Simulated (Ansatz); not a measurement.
Crystal: Ge.

```
Ge
1.0
    -2.57449    2.57449    1.39741
     2.57449   -2.57449    1.39741
     2.57449    2.57449   -1.39741
Ge
2
Cartesian
  0.0000 0.0000 1.3974
  2.5745 0.0000 0.6987
```

This isn't the form of Ge at room conditions, which is diamond.

Base run:

```yaml
Program: Ansatz 0.2.0
Functional: LDA
Potentials_or_basis: Ansatz PAW
Cutoff: 420 eV
Density_cutoff: 1680 eV
k_mesh: 11 × 11 × 11
Occupations: fermi-dirac, width 0.05 eV
Spin: no spin polarisation
```

Its results: band gap on the k mesh none (metal or under the smearing width); pressure -2.5 GPa.

The run is repeated on the same cell with these changes: functional from LDA to r2SCAN; cutoff from 420 eV to 500 eV; density cutoff from 1680 eV to 2000 eV. What comes out?

Band gap on the k mesh none (metal or under the smearing width); pressure 0.6 GPa.

Caveats: the PAW data sets come from PBE, with cores solved anew for the run's functional, which leaves a small shift of forces and pressure.

Not every run made on this cell is shown here.
